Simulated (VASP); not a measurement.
# SnTe (Fm-3m) in VASP: settings compared

One crystal, SnTe, is run at these levels: PBE+D2, PBE; tasks: density of states, Born charges, optical spectrum, electric field gradients.

All numbers are computed with VASP 6.6.1; they aren't measurements. Logs are shortened: lines on timing, memory, paths and dates and some standing lists are left out, and cuts for length are marked.

**1. Starting point**

The structure is cubic, space group Fm-3m (No. 225). Conventional cell: a = 6.302 Å, b = 6.302 Å, c = 6.302 Å, α = 90.00°, β = 90.00°, γ = 90.00°. Around Te (site symmetry m-3m) lie 6 Sn at 3.15 Å. Sn (site symmetry m-3m) has 6 Te at 3.15 Å as nearest neighbours.

**2. Density of states, PBE+D2**

The input, SnTe.cif:

```cif
data_SnTe
_cell_length_a 6.30170000
_cell_length_b 6.30170000
_cell_length_c 6.30170000
_cell_angle_alpha 90.00000000
_cell_angle_beta 90.00000000
_cell_angle_gamma 90.00000000
_space_group_name_H-M_alt 'Fm-3m'
_space_group_name_Hall '-F 4 2 3'
_space_group_IT_number 225
loop_
_space_group_symop_operation_xyz
'x,y,z'
'-x,-y,-z'
'-y,x,z'
'y,-x,-z'
'-x,-y,z'
'x,y,-z'
'y,-x,z'
'-y,x,-z'
'x,-y,-z'
'-x,y,z'
'-y,-x,-z'
'y,x,z'
'-x,y,-z'
'x,-y,z'
'y,x,-z'
'-y,-x,z'
'z,x,y'
'-z,-x,-y'
'z,-y,x'
'-z,y,-x'
'z,-x,-y'
'-z,x,y'
'z,y,-x'
'-z,-y,x'
'-z,x,-y'
'z,-x,y'
'-z,-y,-x'
'z,y,x'
'-z,-x,y'
'z,x,-y'
'-z,y,x'
'z,-y,-x'
'y,z,x'
'-y,-z,-x'
'x,z,-y'
'-x,-z,y'
'-y,z,-x'
'y,-z,x'
'-x,z,y'
'x,-z,-y'
'-y,-z,x'
'y,z,-x'
'-x,-z,-y'
'x,z,y'
'y,-z,-x'
'-y,z,x'
'x,-z,y'
'-x,z,-y'
'x,y+1/2,z+1/2'
'-x,-y+1/2,-z+1/2'
'-y,x+1/2,z+1/2'
[... 62 lines left out ...]
'-z+1/2,-x,-y+1/2'
'z+1/2,-y,x+1/2'
'-z+1/2,y,-x+1/2'
'z+1/2,-x,-y+1/2'
'-z+1/2,x,y+1/2'
'z+1/2,y,-x+1/2'
'-z+1/2,-y,x+1/2'
'-z+1/2,x,-y+1/2'
'z+1/2,-x,y+1/2'
'-z+1/2,-y,-x+1/2'
'z+1/2,y,x+1/2'
'-z+1/2,-x,y+1/2'
'z+1/2,x,-y+1/2'
'-z+1/2,y,x+1/2'
'z+1/2,-y,-x+1/2'
'y+1/2,z,x+1/2'
'-y+1/2,-z,-x+1/2'
'x+1/2,z,-y+1/2'
'-x+1/2,-z,y+1/2'
'-y+1/2,z,-x+1/2'
'y+1/2,-z,x+1/2'
'-x+1/2,z,y+1/2'
'x+1/2,-z,-y+1/2'
'-y+1/2,-z,x+1/2'
'y+1/2,z,-x+1/2'
'-x+1/2,-z,-y+1/2'
'x+1/2,z,y+1/2'
'y+1/2,-z,-x+1/2'
'-y+1/2,z,x+1/2'
'x+1/2,-z,y+1/2'
'-x+1/2,z,-y+1/2'
'x+1/2,y+1/2,z'
'-x+1/2,-y+1/2,-z'
'-y+1/2,x+1/2,z'
'y+1/2,-x+1/2,-z'
'-x+1/2,-y+1/2,z'
'x+1/2,y+1/2,-z'
'y+1/2,-x+1/2,z'
'-y+1/2,x+1/2,-z'
'x+1/2,-y+1/2,-z'
'-x+1/2,y+1/2,z'
'-y+1/2,-x+1/2,-z'
'y+1/2,x+1/2,z'
'-x+1/2,y+1/2,-z'
'x+1/2,-y+1/2,z'
'y+1/2,x+1/2,-z'
'-y+1/2,-x+1/2,z'
'z+1/2,x+1/2,y'
'-z+1/2,-x+1/2,-y'
'z+1/2,-y+1/2,x'
'-z+1/2,y+1/2,-x'
'z+1/2,-x+1/2,-y'
'-z+1/2,x+1/2,y'
'z+1/2,y+1/2,-x'
'-z+1/2,-y+1/2,x'
'-z+1/2,x+1/2,-y'
'z+1/2,-x+1/2,y'
'-z+1/2,-y+1/2,-x'
'z+1/2,y+1/2,x'
'-z+1/2,-x+1/2,y'
'z+1/2,x+1/2,-y'
'-z+1/2,y+1/2,x'
'z+1/2,-y+1/2,-x'
'y+1/2,z+1/2,x'
'-y+1/2,-z+1/2,-x'
'x+1/2,z+1/2,-y'
'-x+1/2,-z+1/2,y'
'-y+1/2,z+1/2,-x'
'y+1/2,-z+1/2,x'
'-x+1/2,z+1/2,y'
'x+1/2,-z+1/2,-y'
'-y+1/2,-z+1/2,x'
'y+1/2,z+1/2,-x'
'-x+1/2,-z+1/2,-y'
'x+1/2,z+1/2,y'
'y+1/2,-z+1/2,-x'
'-y+1/2,z+1/2,x'
'x+1/2,-z+1/2,y'
'-x+1/2,z+1/2,-y'
loop_
_atom_site_label
_atom_site_type_symbol
_atom_site_symmetry_multiplicity
_atom_site_Wyckoff_symbol
_atom_site_fract_x
_atom_site_fract_y
_atom_site_fract_z
_atom_site_occupancy
Te1 Te 4 b 0.5000000000 0.0000000000 0.0000000000 1
Sn1 Sn 4 a 0.0000000000 0.0000000000 0.0000000000 1
```

The input, POSCAR:

```
Te Sn
 1.0000000000000000
     6.3017000000000003    0.0000000000000000    0.0000000000000000
     0.0000000000000000    6.3017000000000003    0.0000000000000000
     0.0000000000000000    0.0000000000000000    6.3017000000000003
 Te  Sn 
   4   4
Cartesian
  3.1508500000000002  0.0000000000000000  0.0000000000000000
  0.0000000000000000  3.1508500000000002  0.0000000000000000
  0.0000000000000000  0.0000000000000000  3.1508500000000002
  3.1508500000000002  3.1508500000000002  3.1508500000000002
  0.0000000000000000  0.0000000000000000  0.0000000000000000
  0.0000000000000000  3.1508500000000002  3.1508500000000002
  3.1508500000000002  0.0000000000000000  3.1508500000000002
  3.1508500000000002  3.1508500000000002  0.0000000000000000
```

The input, INCAR.step1:

```
ALGO = Normal
EDIFF = 1E-7
ENCUT = 500
GGA = PE
ISIF = 2
ISMEAR = -5
IVDW = 1
LASPH = T
LCHARG = T
LREAL = F
LWAVE = F
NBANDS = 30
NELM = 100
PREC = Accurate
SIGMA = 0.05
```

The input, KPOINTS.step1:

```
k-points
0
Gamma
  4 4 4
```

The input, INCAR.step2:

```
ALGO = Normal
EDIFF = 1E-7
ENCUT = 500
GGA = PE
ICHARG = 11
ISIF = 2
ISMEAR = -5
IVDW = 1
LASPH = T
LCHARG = F
LORBIT = 11
LREAL = F
LWAVE = F
NBANDS = 30
NEDOS = 1001
NELM = 100
PREC = Accurate
SIGMA = 0.05
```

The input, KPOINTS.step2:

```
k-points
0
Gamma
  6 6 6
```

Potentials or basis: VASP PAW PBE potentials, release 64 (Te, Sn).

Run with:

```console
> ase convert -i cif -o vasp SnTe.cif POSCAR
> cat potpaw_PBE.64/Te/POTCAR potpaw_PBE.64/Sn/POTCAR > POTCAR
> cp INCAR.step1 INCAR
> cp KPOINTS.step1 KPOINTS
> mpirun -np 1 vasp_std > vasp.out
> cp INCAR.step2 INCAR
> cp KPOINTS.step2 KPOINTS
> mpirun -np 1 vasp_std > vasp.out
```

OUTCAR:

```text
EDIFF = 1E-7
   ENCUT = 500
   GGA = PE
   ICHARG = 11
   ISIF = 2
   ISMEAR = -5
   IVDW = 1
   LASPH = T
   LORBIT = 11
   LREAL = F
   NELM = 100
   PREC = Accurate
  IVDW =   1

 ion  position               nearest neighbor table
   1  0.500  0.000  0.000-   5 3.15   7 3.15   8 3.15   7 3.15   8 3.15   5 3.15
   2  0.000  0.500  0.000-   5 3.15   6 3.15   8 3.15   6 3.15   5 3.15   8 3.15
   3  0.000  0.000  0.500-   5 3.15   6 3.15   7 3.15   5 3.15   6 3.15   7 3.15
   4  0.500  0.500  0.500-   6 3.15   7 3.15   8 3.15   8 3.15   7 3.15   6 3.15
   5  0.000  0.000  0.000-   1 3.15   2 3.15   3 3.15   3 3.15   2 3.15   1 3.15
   6  0.000  0.500  0.500-   2 3.15   3 3.15   4 3.15   2 3.15   3 3.15   4 3.15
   7  0.500  0.000  0.500-   1 3.15   3 3.15   4 3.15   1 3.15   4 3.15   3 3.15
   8  0.500  0.500  0.000-   1 3.15   2 3.15   4 3.15   4 3.15   1 3.15   2 3.15

  LATTYP: Found a simple cubic cell.
 ALAT       =     6.3017000000

  Lattice vectors:

 A1 = (   6.3017000000,   0.0000000000,   0.0000000000)
 A2 = (   0.0000000000,   6.3017000000,   0.0000000000)
 A3 = (   0.0000000000,   0.0000000000,   6.3017000000)

Analysis of symmetry for initial positions (statically):
=====================================================================
 Subroutine PRICEL returns following result:

  LATTYP: Found a face centered cubic cell.
 ALAT       =     6.3017000000

  Lattice vectors:

 A1 = (   3.1508500000,  -3.1508500000,   0.0000000000)
 A2 = (   3.1508500000,   0.0000000000,   3.1508500000)
 A3 = (   0.0000000000,  -3.1508500000,   3.1508500000)

   4 primitive cells build up your supercell.

 Routine SETGRP: Setting up the symmetry group for a
 simple cubic supercell.

 Subroutine GETGRP returns: Found 48 space group operations
 (whereof 48 operations were pure point group operations)
 out of a pool of 48 trial point group operations.

The static configuration has the point symmetry O_h .

Analysis of symmetry for dynamics (positions and initial velocities):
=====================================================================
 Subroutine PRICEL returns following result:

  LATTYP: Found a face centered cubic cell.
 ALAT       =     6.3017000000

  Lattice vectors:

 A1 = (   3.1508500000,  -3.1508500000,   0.0000000000)
 A2 = (   3.1508500000,   0.0000000000,   3.1508500000)
 A3 = (   0.0000000000,  -3.1508500000,   3.1508500000)

   4 primitive cells build up your supercell.

 Routine SETGRP: Setting up the symmetry group for a
 simple cubic supercell.

 Subroutine GETGRP returns: Found 48 space group operations
 (whereof 48 operations were pure point group operations)
 out of a pool of 48 trial point group operations.

The dynamic configuration has the point symmetry O_h .

 Subroutine INISYM returns: Found 48 space group operations
 (whereof 48 operations are pure point group operations),
 and found     4 'primitive' translations

[... 83 lines left out ...]
   ISTART =      0    job   : 0-new  1-cont  2-samecut
   ICHARG =     11    charge: 1-file 2-atom 10-const
   ISPIN  =      1    spin polarized calculation?
   LNONCOLLINEAR =      F non collinear calculations
   LSORBIT =      F    spin-orbit coupling
   LASPH  =      T    aspherical Exc in radial PAW
   ENCUT  =  500.0 eV  36.75 Ry    6.06 a.u.  11.49 11.49 11.49*2*pi/ulx,y,z
   NELM   =    100;   NELMIN=  2; NELMDL=  0     # of ELM steps
   EDIFF  = 0.1E-06   stopping-criterion for ELM
   LREAL  =      F    real-space projection
   EDIFFG = 0.1E-05   stopping-criterion for IOM
   NSW    =      0    number of steps for IOM
   IBRION =     -1    ionic relax: 0-MD 1-quasi-New 2-CG
   NFREE  =      0    steps in history (QN), initial steepest desc. (CG)
   ISIF   =      2    stress and relaxation
   ISYM   =      2    0-nonsym 1-usesym 2-fastsym
   POTIM  = 0.5000    time-step for ionic-motion
   TEBEG  =    0.0;   TEEND  =   0.0 temperature during run
   PSTRESS=    0.0 pullay stress
   NELECT =      40.0000    total number of electrons
   NUPDOWN=      -1.0000    fix difference up-down
   EMIN   =  10.00;   EMAX   =-10.00  energy-range for DOS
   EFERMI =   0.00;   METHOD = LEGACY
   ISMEAR =    -5;   SIGMA  =   0.05  broadening in eV -4-tet -1-fermi 0-gaus
   EFERMI_NEDOS =   21; number of points for ismear=-14 and -15
   IALGO  =     38    algorithm
   IMIX   =      4    mixing-type and parameters
     AMIX     =   0.40;   BMIX     =  1.00
     AMIX_MAG =   1.60;   BMIX_MAG =  1.00
  volume/ion in A,a.u.               =      31.28       211.10
  Fermi-wavevector in a.u.,A,eV,Ry     =   0.888458  1.678943 10.739872  0.789358
  Thomas-Fermi vector in A             =   2.009891
   LORBIT       =     11    0 simple, 1 ext, 2 COOP (PROOUT), +10 PAW based schemes
   GGA     = PE    functional components
   LHFCALC =     F    Hartree Fock is set to
   AEXX    =    0.0000 exact exchange contribution
   IVDW    =     1    specifies the selected vdW correction
   LEPSILON=     F    determine dielectric tensor
   LRPA    =     F    only Hartree local field effects (RPA)
 non-spin polarized calculation
 Fermi weights with tetrahedron method with Bloechl corrections
  energy-cutoff  :      500.00
  volume of cell :      250.25
 maximum number of plane-waves:      6403
 NGX is ok and might be reduce to    48

 number of electron      39.9999994 magnetization

 Free energy of the ion-electron system (eV)
  ---------------------------------------------------
  ext. energy  EPLUGINS =         0.00000000
  ---------------------------------------------------
  free energy    TOTEN  =       -30.16111399 eV

  energy without entropy =      -30.16111399  energy(sigma->0) =      -30.16111399

 E-fermi :   5.7937     XC(G=0):  -9.4312

 val. band max:        5.7827902225   @ k =   0.5000   0.5000   0.5000
 cond. band min:       5.8757815106   @ k =   0.5000   0.5000   0.5000
 fundamental gap:      0.0929912881
 Fermi energy:         5.7936548702

 k-point     1 :       0.0000    0.0000    0.0000
  band No.  band energies     occupation
      1      -7.0370      2.00000
      2      -5.4823      2.00000
      3      -5.4823      2.00000
      4      -5.4823      2.00000
      5      -0.6953      2.00000
      6      -0.6953      2.00000
[... 649 lines left out ...]
     29       6.1404      0.00000
     30       6.1404      0.00000

------------------------ aborting loop because EDIFF is reached ----------------------------------------

  DFT-D2 method for vdW energy calculation

  Number of pair interactions contributing to vdW energy:   75728

  Edisp (eV):   -2.98705

  FORCE on cell =-STRESS in cart. coord.  units (eV):
  Direction    XX          YY          ZZ          XY          YZ          ZX
  --------------------------------------------------------------------------------------
  -------------------------------------------------------------------------------------
  Total      -0.12372    -0.12372    -0.12372     0.00000     0.00000     0.00000
  in kB      -0.79208    -0.79208    -0.79208     0.00000     0.00000     0.00000
  external pressure =       -0.79 kB  Pullay stress =        0.00 kB

 VOLUME and BASIS-vectors are now :
 -----------------------------------------------------------------------------
  energy-cutoff  :      500.00
  volume of cell :      250.25
      direct lattice vectors                 reciprocal lattice vectors
     6.301700000  0.000000000  0.000000000     0.158687338  0.000000000  0.000000000
     0.000000000  6.301700000  0.000000000     0.000000000  0.158687338  0.000000000
     0.000000000  0.000000000  6.301700000     0.000000000  0.000000000  0.158687338

 POSITION                                       TOTAL-FORCE (eV/Angst)
 -----------------------------------------------------------------------------------
      3.15085      0.00000      0.00000        -0.000000      0.000000      0.000000
      0.00000      3.15085      0.00000        -0.000000      0.000000     -0.000000
      0.00000      0.00000      3.15085         0.000000     -0.000000     -0.000000
      3.15085      3.15085      3.15085        -0.000000      0.000000     -0.000000
      0.00000      0.00000      0.00000         0.000000      0.000000      0.000000
      0.00000      3.15085      3.15085         0.000000      0.000000      0.000000
      3.15085      0.00000      3.15085         0.000000      0.000000      0.000000
      3.15085      3.15085      0.00000        -0.000000     -0.000000      0.000000
 -----------------------------------------------------------------------------------
    total drift:                               -0.000000      0.000000      0.000000

  FREE ENERGIE OF THE ION-ELECTRON SYSTEM (eV)
  ---------------------------------------------------
  free  energy   TOTEN  =       -33.1481639377 eV

  energy  without entropy=      -33.1481639377  energy(sigma->0) =      -33.14816394

 total charge

# of ion       s       p       d       tot
------------------------------------------
    1        1.383   1.973   0.030   3.386
    2        1.383   1.973   0.030   3.386
    3        1.383   1.973   0.030   3.386
    4        1.383   1.973   0.030   3.386
    5        1.607   1.072   0.118   2.797
    6        1.607   1.072   0.118   2.797
    7        1.607   1.072   0.118   2.797
    8        1.607   1.072   0.118   2.797
--------------------------------------------------
tot         11.961  12.180   0.591  24.733
```

Run time: 2.1 min. Hardware: 1 thread of AMD EPYC 9R45 (Zen 5), shared host; peak memory 0.32 GiB.

Results:

* Valence electrons inside the program's atomic spheres: Te 3.39; Sn 2.80
* Dispersion energy per atom: -0.373 eV

Levels at points of the mesh, in eV from the valence-band top:
```csv
k point,band 18,band 19,band 20,band 21,band 22,band 23
"(0.00, 0.00, 0.00)",-2.16,-2.16,-2.16,2.16,2.16,2.16
"(0.50, 0.00, 0.00)",-2.05,-0.84,-0.84,0.84,0.84,2.03
"(0.50, 0.50, 0.00)",-1.02,-1.02,-1.02,0.91,0.91,0.91
"(0.50, 0.50, 0.50)",0.00,0.00,0.00,0.09,0.09,0.09
```

States per cell in windows of 0.5 eV (zero at the valence-band top; states under -8 eV left out):
```csv
from (eV),total,Sn5_p,Sn6_p,Sn7_p,Sn8_p,Te1_p,Te2_p
-8.0,3.12,0.01,0.01,0.01,0.01,0.06,0.06
-7.5,2.33,0.01,0.01,0.01,0.01,0.04,0.04
-7.0,1.29,0.00,0.00,0.00,0.00,0.02,0.02
-6.5,0.42,0.00,0.00,0.00,0.00,0.01,0.01
-6.0,0.29,0.00,0.00,0.00,0.00,0.01,0.01
-5.5,0.49,0.03,0.03,0.03,0.03,0.03,0.03
-5.0,1.60,0.09,0.09,0.09,0.09,0.09,0.09
-4.5,1.94,0.10,0.10,0.10,0.10,0.13,0.13
-4.0,3.25,0.17,0.17,0.17,0.17,0.23,0.23
-3.5,3.48,0.17,0.17,0.17,0.17,0.26,0.26
-3.0,3.22,0.14,0.14,0.14,0.14,0.26,0.26
-2.5,3.07,0.10,0.10,0.10,0.10,0.28,0.28
-2.0,2.43,0.09,0.09,0.09,0.09,0.20,0.20
-1.5,3.20,0.10,0.10,0.10,0.10,0.24,0.24
-1.0,2.18,0.05,0.05,0.05,0.05,0.17,0.17
-0.5,0.05,0.00,0.00,0.00,0.00,0.00,0.00
0.0,0.34,0.03,0.03,0.03,0.03,0.01,0.01
0.5,3.15,0.40,0.40,0.40,0.40,0.04,0.04
1.0,2.44,0.27,0.27,0.27,0.27,0.06,0.06
1.5,2.69,0.27,0.27,0.27,0.27,0.09,0.09
2.0,2.72,0.23,0.23,0.23,0.23,0.09,0.09
2.5,2.80,0.19,0.19,0.19,0.19,0.11,0.11
3.0,2.76,0.19,0.19,0.19,0.19,0.12,0.12
3.5,2.81,0.19,0.19,0.19,0.19,0.13,0.13
4.0,0.29,0.02,0.02,0.02,0.02,0.01,0.01
4.5,0.04,0.00,0.00,0.00,0.00,0.00,0.00
```

(Continued in part 2 of 3.)
